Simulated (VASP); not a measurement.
# NaI (Fm-3m) in VASP: notebook, part 2 of 2

VASP 6.6.1. The steps go on from the part before.

## 4. Relaxation of cell and atoms, PBEsol

This run uses another cell than the first one, of 32.94 Å³/atom, 0.972 times its volume.

The input, INCAR:

```
SYSTEM = NaI
PREC = Accurate
ENCUT = 600
EDIFF = 1E-7
ISMEAR = 0
SIGMA = 0.03
LREAL = .FALSE.
LASPH = .TRUE.
NELM = 80
ALGO = Normal
ISIF = 3
LWAVE = .FALSE.
LCHARG = .FALSE.
GGA = PS
IBRION = 2
NSW = 90
EDIFFG = -0.005
```

The input, KPOINTS:

```
regular mesh
0
G
  8 8 8
  0 0 0
```

The input, POSCAR:

```
NaI                                     
1.0
    0.0000000000      3.2056390535      3.2056390535
    3.2056390535     -0.0000000000      3.2056390535
    3.2056390535      3.2056390535      0.0000000000
  Na              I             
     1     1
Direct
     0.0000000000000000    0.0000000000000000    0.0000000000000000
     0.5000000000000000    0.5000000000000000    0.5000000000000000
```

Launch:

```
$ cat potpaw_PBE.64/Na_pv/POTCAR potpaw_PBE.64/I/POTCAR > POTCAR
$ mpirun -np 1 vasp_std > vasp.out
```

It took 14 s on 1 thread of Intel Xeon 6975P-C (Granite Rapids), shared host; peak memory 0.22 GiB.

The run converged. Its results:

```
Free energy                            : -5.6700 eV
Relaxed volume                         : 32.91 Å³/atom
Relaxed cell                           : a = 4.532 Å, b = 4.532 Å, c = 4.532 Å, α = 60.00°, β = 60.00°, γ = 60.00°
Space group after relaxing (to 0.05 Å) : Fm-3m (No. 225)
Energy gained by relaxing              : 0.0 meV/atom
Ionic steps                            : 2
Pressure after relaxing                : 0.0 GPa
Band gap on the k mesh                 : 3.58 eV, direct
```

Final structure:
```
Na I
1.0
     0.00000    3.20455    3.20455
     3.20455    0.00000    3.20455
     3.20455    3.20455    0.00000
Na I
1 1
Direct
  0.00000 0.00000 0.00000
  0.50000 0.50000 0.50000
```

Levels at points of the mesh, in eV from the valence-band top:
```csv
k point,band 4,band 5,band 6,band 7,band 8,band 9,band 10,band 11
"(0.00, 0.00, 0.00)",-11.14,0.00,0.00,0.00,3.58,7.84,7.84,7.84
"(0.50, 0.00, 0.00)",-10.79,-2.33,-0.30,-0.30,4.95,7.40,7.40,8.91
"(0.50, 0.50, 0.00)",-10.71,-2.04,-0.80,-0.80,4.46,5.37,9.90,11.37
```

Caveat: the PAW data sets were made with another functional, which shifts forces and pressure a little; spin-orbit coupling is left out, which moves the levels of the heavy elements.

## 5. Relaxation of cell and atoms, PBE

The input, INCAR:

```
SYSTEM = NaI
ALGO = Normal
EDIFF = 1E-6
EDIFFG = -0.01
ENCUT = 600
GGA = PE
IBRION = 2
ISIF = 3
ISMEAR = 0
LASPH = .TRUE.
LCHARG = .FALSE.
LREAL = .FALSE.
LWAVE = .FALSE.
NELM = 80
NSW = 90
PREC = Accurate
SIGMA = 0.03
```

The input, KPOINTS:

```
k-points
0
G
  8 8 8
  0 0 0
```

The input, POSCAR:

```
NaI
1.0
    0.0000000000      3.2364000000      3.2364000000
    3.2364000000      0.0000000000      3.2364000000
    3.2364000000      3.2364000000      0.0000000000
Na I
1 1
Direct
    0.0000000000      0.0000000000      0.0000000000
    0.5000000000      0.5000000000      0.5000000000
```

Potentials or basis: VASP PAW PBE potentials, release 64 (Na_pv, I).

Launch:

```
$ cat potpaw_PBE.64/Na_pv/POTCAR potpaw_PBE.64/I/POTCAR > POTCAR
$ mpirun -np 1 vasp_std > vasp.out
```

OUTCAR:

```text
SYSTEM = NaI
   EDIFF = 1E-6
   EDIFFG = -0.01
   ENCUT = 600
   GGA = PE
   IBRION = 2
   ISIF = 3
   ISMEAR = 0
   LASPH = .TRUE.
   LREAL = .FALSE.
   NELM = 80
   NSW = 90
   PREC = Accurate

 ion  position               nearest neighbor table
   1  0.000  0.000  0.000-
   2  0.500  0.500  0.500-

  LATTYP: Found a face centered cubic cell.
 ALAT       =     6.4728000000

  Lattice vectors:

 A1 = (   0.0000000000,   3.2364000000,   3.2364000000)
 A2 = (   3.2364000000,   0.0000000000,   3.2364000000)
 A3 = (   3.2364000000,   3.2364000000,   0.0000000000)

Analysis of symmetry for initial positions (statically):
=====================================================================
 Subroutine PRICEL returns:
 Original cell was already a primitive cell.
[... 265 lines left out ...]
      1     -21.8408      2.00000
      2     -21.8408      2.00000
      3     -21.8408      2.00000
      4     -10.3229      2.00000
      5       0.6301      2.00000
      6       0.6301      2.00000
      7       0.6301      2.00000
      8       4.2038      0.00000
      9       8.5584      0.00000
     10       8.5584      0.00000
     11       8.5584      0.00000
[... 309 lines left out ...]
 k-point    24 :      -0.3750    0.2500    0.1250
  band No.  band energies     occupation
      1     -21.8445      2.00000
      2     -21.8422      2.00000
      3     -21.8415      2.00000
      4      -9.9939      2.00000
      5      -1.1946      2.00000
      6      -0.2365      2.00000
      7       0.1695      2.00000
      8       6.7360      0.00000
      9       6.8824      0.00000
     10       8.8135      0.00000
     11       8.8416      0.00000

 [... further k-points ...]

------------------------ aborting loop because EDIFF is reached ----------------------------------------

  FORCE on cell =-STRESS in cart. coord.  units (eV):
  Direction    XX          YY          ZZ          XY          YZ          ZX
  --------------------------------------------------------------------------------------
  -------------------------------------------------------------------------------------
  Total        0.0075429      0.0075429      0.0075429      0.0000000      0.0000000      0.0000000
  in kB        0.1737048      0.1737048      0.1737048      0.0000000      0.0000000      0.0000000
  external PRESSURE =       0.1737048 kB  Pullay stress =       0.0000000 kB
[... 17 lines left out ...]
  FREE ENERGIE OF THE ION-ELECTRON SYSTEM (eV)
  ---------------------------------------------------
  free  energy   TOTEN  =        -5.3875076723 eV

  energy  without entropy=       -5.3875076723  energy(sigma->0) =       -5.38750767

 reached required accuracy - stopping structural energy minimisation
```

Wall time 63 s (1 thread of Intel Xeon Platinum 8259CL at 2.50GHz (Skylake/Cascade Lake), shared host); peak memory 0.25 GiB.

Results:

| Quantity | Value |
| --- | --- |
| Free energy | -5.3875 eV |
| Relaxed volume | 34.79 Å³/atom |
| Relaxed cell | a = 4.617 Å, b = 4.617 Å, c = 4.617 Å, α = 60.00°, β = 60.00°, γ = 60.00° |
| Space group after relaxing (to 0.05 Å) | Fm-3m (No. 225) |
| Energy gained by relaxing | 1.2 meV/atom |
| Ionic steps | 3 |
| Pressure after relaxing | 0.0 GPa |
| Band gap on the k mesh | 3.57 eV, direct |

Step by step:
```
step  energy change (eV)  largest force (eV/Å)  pressure (GPa)  volume (Å³)
   1              0.0000                0.0000            0.44        67.80
   2             -0.0018                0.0000            0.21        68.72
   3             -0.0024                0.0000            0.02        69.57
```

Final structure:
```
Na I
1.0
     0.00000    3.26439    3.26439
     3.26439    0.00000    3.26439
     3.26439    3.26439    0.00000
Na I
1 1
Direct
  0.00000 0.00000 0.00000
  0.50000 0.50000 0.50000
```

Caveat: spin-orbit coupling is left out, which moves the levels of the heavy elements. Zero-point motion and thermal expansion aren't in these numbers.

## 6. Relaxation of cell and atoms, PBE

This run uses another cell than the first one, of 34.79 Å³/atom, 1.026 times its volume.

Changes to INCAR since step 5:

```diff
@@ -2,4 +2,4 @@
 ALGO = Normal
-EDIFF = 1E-6
-EDIFFG = -0.01
+EDIFF = 1E-7
+EDIFFG = -0.005
 ENCUT = 600
```

KPOINTS is that of step 5.

The input, POSCAR:

```
NaI                                     
1.0
    0.0000000000      3.2643894084      3.2643894084
    3.2643894084      0.0000000000      3.2643894084
    3.2643894084      3.2643894084     -0.0000000000
  Na              I             
     1     1
Direct
     0.0000000000000000    0.0000000000000000    0.0000000000000000
     0.5000000000000000    0.5000000000000000    0.5000000000000000
```

Potentials or basis: VASP PAW PBE potentials, release 64 (Na_pv, I).

Launch:

```
$ cat potpaw_PBE.64/Na_pv/POTCAR potpaw_PBE.64/I/POTCAR > POTCAR
$ mpirun -np 1 vasp_std > vasp.out
```

It took 28 s on 1 thread of Intel Xeon Platinum 8259CL at 2.50GHz (Skylake/Cascade Lake), shared host; peak memory 0.24 GiB.

The run converged. Its results:

| Item | Value |
| --- | --- |
| Free energy | -5.3876 eV |
| Pressure after relaxing | 0.0 GPa |
| Band gap on the k mesh | 3.57 eV, direct |

Final structure:
```
CELL_PARAMETERS angstrom
0.00000 3.26439 3.26439
3.26439 0.00000 3.26439
3.26439 3.26439 0.00000
ATOMIC_POSITIONS crystal
Na 0.00000 0.00000 0.00000
I 0.50000 0.50000 0.50000
```

Levels at points of the mesh, in eV from the valence-band top:
| k point | band 3 | band 4 | band 5 | band 6 | band 7 | band 8 | band 9 | band 10 | band 11 |
| --- | --- | --- | --- | --- | --- | --- | --- | --- | --- |
| (0.00, 0.00, 0.00) | -22.47 | -10.95 | 0.00 | 0.00 | 0.00 | 3.57 | 7.93 | 7.93 | 7.93 |
| (0.50, 0.00, 0.00) | -22.47 | -10.66 | -2.09 | -0.27 | -0.27 | 5.09 | 7.42 | 7.42 | 8.54 |
| (0.50, 0.50, 0.00) | -22.47 | -10.59 | -1.82 | -0.71 | -0.71 | 4.47 | 5.60 | 9.71 | 11.15 |

Caveat: the relaxation stopped at its first step, so nothing moved; spin-orbit coupling is left out, which moves the levels of the heavy elements.

## 7. The runs side by side

| task | level | cell | gap on the mesh (eV) | pressure (GPa) |
| --- | --- | --- | --- | --- |
| relaxation of the atoms | PBE+D3(BJ) | atoms relaxed from: a relaxed cell with its volume scaled by 1.06 | 3.62 | -1.0 |
| relaxation of cell and atoms | PBEsol | relaxed | 3.58 | 0.0 |
| relaxation of cell and atoms | PBE | relaxed | 3.57 | 0.0 |

Alike in all rows: potentials or basis VASP PAW PBE potentials, release 64 (Na_pv, I); no spin polarisation; k mesh 8 × 8 × 8; cutoff (eV) 600; smearing gaussian 0.03 eV.

Caveats: spin-orbit coupling is left out, which moves the levels of the heavy elements; the relaxation stopped at its first step, so nothing moved (some runs); the PAW data sets were made with another functional, which shifts forces and pressure a little (some runs).

Absolute energies hang on the potentials; compare differences alone.
